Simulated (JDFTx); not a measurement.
# Zr (Im-3m) in JDFTx: a series of runs

Runs on Zr. Level: PBE. Tasks: relaxation of cell and atoms.

Everything below comes from runs of JDFTx 1.7.0 (patched build). Logs are shortened: lines on timing, memory, paths and dates and some standing lists are left out, and cuts for length are marked. The log counts tension as positive stress, the text compression.

## (1) The crystal as given

It takes space group Im-3m (No. 229, cubic). The conventional cell has a = 3.620 Å, b = 3.620 Å, c = 3.620 Å, α = 90.00°, β = 90.00°, γ = 90.00°. Zr (site symmetry m-3m) has 8 Zr at 3.14 Å as nearest neighbours.

This isn't the form of Zr at room conditions, which is hcp.

## (2) Relaxation of cell and atoms, PBE

Input file Zr.in:

```
lattice \
   -3.4204042856     3.4204042856     3.4204042856 \
    3.4204042856    -3.4204042856     3.4204042856 \
    3.4204042856     3.4204042856    -3.4204042856
coords-type Lattice
ion Zr     0.0000000000     0.0000000000     0.0000000000 1

ion-species pseudo/Zr.upf
elec-cutoff 33
elec-ex-corr gga-PBE
kpoint-folding 10 10 10
elec-smearing Fermi 0.0018374661
elec-n-bands 11
electronic-SCF nIterations 100 energyDiffThreshold 1e-09
electronic-minimize nIterations 30 energyDiffThreshold 1e-7
forces-output-coords Cartesian
lattice-minimize nIterations 40 energyDiffThreshold 1e-6

dump-name run.$VAR
dump End Ecomponents EigStats BandEigs Kpoints Forces Stress ElecDensity Dtot KEdensity
```

Potentials or basis: PseudoDojo-SR-PBE-0.5-standard with smoothed tails.

On the command line:

```sh
jdftx -c 1 -i Zr.in -o Zr.out
```

What it wrote:

```text
*************** JDFTx 1.7.0 (patched build) ***************

Input parsed successfully to the following command list (including defaults):
[... the input with its defaults ...]

---------- Setting up symmetries ----------

Found 48 point-group symmetries of the bravais lattice
Found 48 space-group symmetries with basis
Applied RMS atom displacement 0 bohrs to make symmetries exact.

---------- Initializing the Grid ----------
R =
[      -3.4204       3.4204       3.4204  ]
[       3.4204      -3.4204       3.4204  ]
[       3.4204       3.4204      -3.4204  ]
unit cell volume = 160.064
G =
[ -2.00397e-17   0.918486   0.918486  ]
[   0.918486 -2.00397e-17   0.918486  ]
[   0.918486   0.918486 -2.00397e-17  ]
Minimum fftbox size, Smin = [  32  32  32  ]
Chosen fftbox size, S = [  32  32  32  ]

---------- Exchange Correlation functional ----------
Initalized PBE GGA exchange.
Initalized PBE GGA correlation.

---------- Setting up pseudopotentials ----------
Width of ionic core gaussian charges (only for fluid interactions / plotting) set to 0

Reading pseudopotential file 'pseudo/Zr.upf':
  'Zr' pseudopotential, 'PBE' functional
  Generated using ONCVPSP code by D. R. Hamann
  12 valence electrons, 4 orbitals, 6 projectors, 1001 radial grid points, with lMax = 2
    4S    l: 0   occupation:  2.0   eigenvalue: -2.003021
    4P    l: 1   occupation:  6.0   eigenvalue: -1.192945
    4D    l: 2   occupation:  2.0   eigenvalue: -0.132262
    5S    l: 0   occupation:  2.0   eigenvalue: -0.163149
  Core radius for overlap checks: 1.48 bohrs.

Initialized 1 species with 1 total atoms.

Folded 1 k-points by 10x10x10 to 1000 k-points.

---------- Setting up k-points, bands, fillings ----------
Reduced to 47 k-points under symmetry.
Computing the number of bands and number of electrons
Calculating initial fillings.
nElectrons:  12.000000   nBands: 11   nStates: 47

----- Setting up reduced wavefunction bases (one per k-point) -----
average nbasis = 1449.321 , ideal nbasis = 1449.296

---------- Setting up ewald sum ----------
Optimum gaussian width for ewald sums = 2.135627 bohr.
Real space sum over 2197 unit cells with max indices [  6  6  6  ]
Reciprocal space sum over 2197 terms with max indices [  6  6  6  ]

---------- Allocating electronic variables ----------
Initializing wave functions:  linear combination of atomic orbitals
Note: number of bands (11) exceeds available atomic orbitals (10)
Zr pseudo-atom occupations:   s ( 2 2 )  p ( 6 )  d ( 2 )
	FillingsUpdate:  mu: +0.520734713  nElectrons: 12.000000
LCAOMinimize: Iter:   0  F: -47.3430503288672355  |grad|_K:  9.487e-05  alpha:  1.000e+00
	FillingsUpdate:  mu: +0.520265339  nElectrons: 12.000000
LCAOMinimize: Iter:   1  F: -47.3430718390393821  |grad|_K:  2.653e-06  alpha:  8.410e-01  linmin: -7.845e-03  cgtest:  3.952e-02
LCAOMinimize: Encountered beta<0, resetting CG.
	FillingsUpdate:  mu: +0.520266125  nElectrons: 12.000000
LCAOMinimize: Iter:   2  F: -47.3430718588586927  |grad|_K:  7.442e-08  alpha:  9.901e-01  linmin: -2.008e-03  cgtest:  8.306e-03
	FillingsUpdate:  mu: +0.520265734  nElectrons: 12.000000
LCAOMinimize: Iter:   3  F: -47.3430718588726478  |grad|_K:  9.898e-09  alpha:  9.590e-01  linmin:  1.405e-01  cgtest: -8.949e-01
LCAOMinimize: Converged (|Delta F|<1.000000e-06 for 2 iters).

--------- Lattice Minimization ---------

-------- Electronic minimization -----------
Will mix electronic density at each iteration.
	FillingsUpdate:  mu: +0.520265734  nElectrons: 12.000000
	FillingsUpdate:  mu: +0.508385609  nElectrons: 12.000000
SCF: Cycle:  0   F: -47.364855137289311   dF: -2.178e-02   |Residual|: 5.133e-02   |deigs|: 7.436e-02
	FillingsUpdate:  mu: +0.502861332  nElectrons: 12.000000
SCF: Cycle:  1   F: -47.367127282667759   dF: -2.272e-03   |Residual|: 2.247e-02   |deigs|: 1.297e-02
	FillingsUpdate:  mu: +0.498880668  nElectrons: 12.000000
SCF: Cycle:  2   F: -47.367634503646755   dF: -5.072e-04   |Residual|: 5.646e-03   |deigs|: 8.918e-03
	FillingsUpdate:  mu: +0.499577430  nElectrons: 12.000000
SCF: Cycle:  3   F: -47.367629390749244   dF: +5.113e-06   |Residual|: 3.141e-03   |deigs|: 1.980e-03
	FillingsUpdate:  mu: +0.499132593  nElectrons: 12.000000
SCF: Cycle:  4   F: -47.367639481621389   dF: -1.009e-05   |Residual|: 6.312e-04   |deigs|: 1.040e-03
	FillingsUpdate:  mu: +0.499069795  nElectrons: 12.000000
SCF: Cycle:  5   F: -47.367640131634950   dF: -6.500e-07   |Residual|: 2.505e-04   |deigs|: 1.717e-04
	FillingsUpdate:  mu: +0.499038482  nElectrons: 12.000000
SCF: Cycle:  6   F: -47.367640187139351   dF: -5.550e-08   |Residual|: 1.153e-04   |deigs|: 6.438e-05
	FillingsUpdate:  mu: +0.499042051  nElectrons: 12.000000
SCF: Cycle:  7   F: -47.367640198297799   dF: -1.116e-08   |Residual|: 1.086e-04   |deigs|: 8.204e-05
	FillingsUpdate:  mu: +0.499052846  nElectrons: 12.000000
SCF: Cycle:  8   F: -47.367640205627900   dF: -7.330e-09   |Residual|: 4.626e-05   |deigs|: 7.149e-05
	FillingsUpdate:  mu: +0.499054514  nElectrons: 12.000000
SCF: Cycle:  9   F: -47.367640206470654   dF: -8.428e-10   |Residual|: 7.966e-06   |deigs|: 3.032e-05
	FillingsUpdate:  mu: +0.499054557  nElectrons: 12.000000
SCF: Cycle: 10   F: -47.367640206518850   dF: -4.820e-11   |Residual|: 4.696e-06   |deigs|: 2.348e-05
SCF: Converged (|Delta E|<1.000000e-09 for 2 iters).

Setting wave functions to eigenvectors of Hamiltonian
# Lattice vectors:
R =
[      -3.4204       3.4204       3.4204  ]
[       3.4204      -3.4204       3.4204  ]
[       3.4204       3.4204      -3.4204  ]
unit cell volume = 160.064
[... 11 lines left out ...]
# Ionic positions in lattice coordinates:
ion Zr   0.000000000000000   0.000000000000000   0.000000000000000 1

# Forces in Cartesian coordinates:
force Zr  -0.000000000000000  -0.000000000000000  -0.000000000000000 1

# Energy components:
   Eewald =      -38.3031926178660385
       EH =        6.9549293488669930
     Eloc =      -28.9938115275125483
      Enl =        5.2894351841194638
      Exc =      -10.0086287489808168
 Exc_core =        3.2502817721204291
       KE =       14.4439434856200393
-------------------------------------
     Etot =      -47.3670431036324828
       TS =        0.0005971028863699
-------------------------------------
        F =      -47.3676402065188498

LatticeMinimize: Iter:   0  F: -47.367640206518850  |grad|_K:  5.740e-03

#--- Lowdin population analysis ---
# oxidation-state Zr +0.061

-------- Electronic minimization -----------
Will mix electronic density at each iteration.
	FillingsUpdate:  mu: +0.499054557  nElectrons: 12.000000
	FillingsUpdate:  mu: +0.500111881  nElectrons: 12.000000
SCF: Cycle:  0   F: -47.367672391660179   dF: -1.658e-06   |Residual|: 1.631e-04   |deigs|: 2.069e-05
	FillingsUpdate:  mu: +0.500123995  nElectrons: 12.000000
SCF: Cycle:  1   F: -47.367672419621954   dF: -2.796e-08   |Residual|: 1.021e-04   |deigs|: 3.009e-05
	FillingsUpdate:  mu: +0.500142879  nElectrons: 12.000000
SCF: Cycle:  2   F: -47.367672425349312   dF: -5.727e-09   |Residual|: 2.794e-05   |deigs|: 4.124e-05
	FillingsUpdate:  mu: +0.500138796  nElectrons: 12.000000
SCF: Cycle:  3   F: -47.367672426441970   dF: -1.093e-09   |Residual|: 7.741e-06   |deigs|: 2.092e-05
	FillingsUpdate:  mu: +0.500138788  nElectrons: 12.000000
SCF: Cycle:  4   F: -47.367672426586928   dF: -1.450e-10   |Residual|: 2.503e-06   |deigs|: 1.927e-05
	FillingsUpdate:  mu: +0.500138627  nElectrons: 12.000000
SCF: Cycle:  5   F: -47.367672426620018   dF: -3.309e-11   |Residual|: 7.074e-07   |deigs|: 2.095e-05
SCF: Converged (|Delta E|<1.000000e-09 for 2 iters).

Setting wave functions to eigenvectors of Hamiltonian
LatticeMinimize: 	Wolfe criterion not satisfied: alpha: 1  (E-E0)/|gdotd0|: -0.978024  gdotd/gdotd0: 0.956168 (taking cubic step)

-------- Electronic minimization -----------
Will mix electronic density at each iteration.
	FillingsUpdate:  mu: +0.500138627  nElectrons: 12.000000
	FillingsUpdate:  mu: +0.502255208  nElectrons: 12.000000
SCF: Cycle:  0   F: -47.367732505996408   dF: -6.716e-06   |Residual|: 3.635e-04   |deigs|: 4.174e-05
	FillingsUpdate:  mu: +0.502283538  nElectrons: 12.000000
SCF: Cycle:  1   F: -47.367732562319610   dF: -5.632e-08   |Residual|: 2.008e-04   |deigs|: 5.933e-05
	FillingsUpdate:  mu: +0.502316425  nElectrons: 12.000000
SCF: Cycle:  2   F: -47.367732584795519   dF: -2.248e-08   |Residual|: 4.429e-05   |deigs|: 6.626e-05
	FillingsUpdate:  mu: +0.502316070  nElectrons: 12.000000
SCF: Cycle:  3   F: -47.367732586207993   dF: -1.412e-09   |Residual|: 4.441e-05   |deigs|: 1.495e-05
	FillingsUpdate:  mu: +0.502310671  nElectrons: 12.000000
SCF: Cycle:  4   F: -47.367732587267582   dF: -1.060e-09   |Residual|: 5.978e-05   |deigs|: 2.090e-05
	FillingsUpdate:  mu: +0.502307058  nElectrons: 12.000000
SCF: Cycle:  5   F: -47.367732585802109   dF: +1.465e-09   |Residual|: 1.207e-04   |deigs|: 5.932e-05
	FillingsUpdate:  mu: +0.502309450  nElectrons: 12.000000
SCF: Cycle:  6   F: -47.367732587380161   dF: -1.578e-09   |Residual|: 5.306e-05   |deigs|: 2.651e-05
	FillingsUpdate:  mu: +0.502310114  nElectrons: 12.000000
[... 180 lines left out ...]
-------- Electronic minimization -----------
Will mix electronic density at each iteration.
	FillingsUpdate:  mu: +0.523887402  nElectrons: 12.000000
	FillingsUpdate:  mu: +0.523870826  nElectrons: 12.000000
SCF: Cycle:  0   F: -47.368016973252054   dF: -8.575e-11   |Residual|: 2.170e-06   |deigs|: 1.483e-06
	FillingsUpdate:  mu: +0.523870682  nElectrons: 12.000000
SCF: Cycle:  1   F: -47.368016973560955   dF: -3.089e-10   |Residual|: 1.668e-06   |deigs|: 2.713e-06
SCF: Converged (|Delta E|<1.000000e-09 for 2 iters).

Setting wave functions to eigenvectors of Hamiltonian
LatticeMinimize: 	Wolfe criterion not satisfied: alpha: 0.187225  (E-E0)/|gdotd0|: 0.0251734  gdotd/gdotd0: -0.797861 (taking cubic step)

-------- Electronic minimization -----------
Will mix electronic density at each iteration.
	FillingsUpdate:  mu: +0.523870682  nElectrons: 12.000000
	FillingsUpdate:  mu: +0.523867957  nElectrons: 12.000000
SCF: Cycle:  0   F: -47.368016973580637   dF: +3.126e-13   |Residual|: 2.194e-07   |deigs|: 1.248e-06
	FillingsUpdate:  mu: +0.523867957  nElectrons: 12.000000
SCF: Cycle:  1   F: -47.368016973590223   dF: -9.585e-12   |Residual|: 3.390e-07   |deigs|: 2.242e-06
	FillingsUpdate:  mu: +0.523867952  nElectrons: 12.000000
SCF: Cycle:  2   F: -47.368016973589157   dF: +1.066e-12   |Residual|: 3.734e-07   |deigs|: 1.061e-06
	FillingsUpdate:  mu: +0.523867999  nElectrons: 12.000000
SCF: Cycle:  3   F: -47.368016973592560   dF: -3.403e-12   |Residual|: 3.896e-08   |deigs|: 9.859e-07
	FillingsUpdate:  mu: +0.523868003  nElectrons: 12.000000
SCF: Cycle:  4   F: -47.368016973590031   dF: +2.530e-12   |Residual|: 4.684e-08   |deigs|: 9.344e-07
SCF: Converged (|Residual|<1.000000e-07 for 2 iters).

Setting wave functions to eigenvectors of Hamiltonian
# Lattice vectors:
R =
[     -3.37334      3.37334      3.37334  ]
[      3.37334     -3.37334      3.37334  ]
[      3.37334      3.37334     -3.37334  ]
unit cell volume = 153.547

# Strain tensor in Cartesian coordinates:
[   -0.0137599            0            0  ]
[            0   -0.0137599            0  ]
[            0            0   -0.0137599  ]

# Stress tensor in Cartesian coordinates [Eh/a0^3]:
[ -4.48135e-08            0            0  ]
[            0 -4.48135e-08            0  ]
[            0            0 -4.48135e-08  ]

# Ionic positions in lattice coordinates:
ion Zr   0.000000000000000   0.000000000000000   0.000000000000000 1

# Forces in Cartesian coordinates:
force Zr   0.000000000000000   0.000000000000000   0.000000000000000 1

# Energy components:
   Eewald =      -38.8375951947729234
       EH =        6.7473551118526753
     Eloc =      -28.2847016647006200
      Enl =        5.2886473147008122
      Exc =      -10.0272831660406929
 Exc_core =        3.2502818575242420
       KE =       14.4958278836028622
-------------------------------------
     Etot =      -47.3674678578336383
       TS =        0.0005491157563909
-------------------------------------
        F =      -47.3680169735900307

LatticeMinimize: Iter:   4  F: -47.368016973590031  |grad|_K:  2.195e-06  alpha:  6.974e-02  linmin:  1.000e+00
LatticeMinimize: Converged (|Delta F|<1.000000e-06 for 2 iters).

#--- Lowdin population analysis ---
# oxidation-state Zr +0.053

Dumping 'run.eigStats' ...
	eMin: -1.257964 at state 0 ( [ +0.000000 +0.000000 +0.000000 ] spin 0 )
	HOMO: +0.522293 at state 10 ( [ +0.000000 +0.200000 +0.200000 ] spin 0 )
	mu  : +0.523868
	LUMO: +0.524702 at state 7 ( [ +0.000000 +0.100000 +0.200000 ] spin 0 )
	eMax: +1.038572 at state 14 ( [ +0.100000 +0.100000 +0.100000 ] spin 0 )
	HOMO-LUMO gap: +0.002409
	Optical gap  : +0.014510 at state 28 ( [ +0.100000 +0.500000 -0.400000 ] spin 0 )
Done!
```

It took 67 s on 1 thread of Arm Neoverse V1, shared host; peak memory 0.06 GiB.

What came out:

```yaml
Free_energy: -1288.9494 eV
Relaxed_volume: 22.75 Å³/atom
Relaxed_cell: a = 3.092 Å, b = 3.092 Å, c = 3.092 Å, α = 109.47°, β = 109.47°, γ = 109.47°
Space_group_after_relaxing_to_0.05_Å: Im-3m (No. 229)
Energy_gained_by_relaxing: 10.3 meV/atom
Ionic_steps: 5
Pressure_after_relaxing: 0.0 GPa
Band_gap_on_the_k_mesh: none (metal or under the smearing width)
```

Step by step:
| step | energy change (eV) | largest force (eV/Å) | pressure (GPa) | volume (Å³) |
| --- | --- | --- | --- | --- |
| 1 | 0.0000 | 0.0000 | -3.31 | 23.72 |
| 2 | -0.0025 | 0.0000 | -2.89 | 23.59 |
| 3 | -0.0102 | 0.0000 | -0.06 | 22.77 |
| 4 | -0.0103 | 0.0000 | 0.00 | 22.75 |
| 5 | -0.0103 | 0.0000 | 0.00 | 22.75 |

Final structure:
```cif
data_structure
_symmetry_space_group_name_H-M 'P 1'
_symmetry_Int_Tables_number 1
_cell_length_a 3.0919
_cell_length_b 3.0919
_cell_length_c 3.0919
_cell_angle_alpha 109.471
_cell_angle_beta 109.471
_cell_angle_gamma 109.471
_cell_volume 22.75
loop_
_atom_site_label
_atom_site_type_symbol
_atom_site_fract_x
_atom_site_fract_y
_atom_site_fract_z
_atom_site_occupancy
Zr1 Zr 0.00000 0.00000 0.00000 1
```

## (3) Relaxation of cell and atoms, PBE

Zr.in is that of step 2.

Potentials or basis: PseudoDojo-SR-PBE-0.5-stringent with smoothed tails.

On the command line:

```sh
jdftx -c 1 -i Zr.in -o Zr.out
```

It took 66 s on 1 thread of Arm Neoverse V1, shared host; peak memory 0.06 GiB.

It converged, with:

```yaml
Free_energy: -1288.9494 eV
Relaxed_volume: 22.75 Å³/atom
Relaxed_cell: a = 3.092 Å, b = 3.092 Å, c = 3.092 Å, α = 109.47°, β = 109.47°, γ = 109.47°
Space_group_after_relaxing_to_0.05_Å: Im-3m (No. 229)
Energy_gained_by_relaxing: 10.3 meV/atom
Ionic_steps: 5
Pressure_after_relaxing: 0.0 GPa
Band_gap_on_the_k_mesh: none (metal or under the smearing width)
```

The path:
```
step  energy change (eV)  largest force (eV/Å)  pressure (GPa)  volume (Å³)
   1              0.0000                0.0000           -3.31        23.72
   2             -0.0025                0.0000           -2.89        23.59
   3             -0.0102                0.0000           -0.06        22.77
   4             -0.0103                0.0000            0.00        22.75
   5             -0.0103                0.0000            0.00        22.75
```

Final structure:
```
CELL_PARAMETERS angstrom
-1.78509 1.78509 1.78509
1.78509 -1.78509 1.78509
1.78509 1.78509 -1.78509
ATOMIC_POSITIONS crystal
Zr 0.00000 0.00000 0.00000
```

Levels at points of the mesh, in eV from the Fermi level:
| k point | band 3 | band 4 | band 5 | band 6 | band 7 | band 8 | band 9 |
| --- | --- | --- | --- | --- | --- | --- | --- |
| (0.00, 0.00, 0.00) | -25.97 | -25.97 | -5.44 | 1.10 | 1.10 | 1.10 | 3.63 |
| (0.00, 0.00, 0.50) | -26.30 | -25.98 | -2.88 | -0.74 | 1.64 | 3.63 | 4.32 |
| (0.50, 0.50, 0.50) | -26.68 | -26.68 | -2.67 | -2.67 | 5.74 | 5.74 | 5.74 |
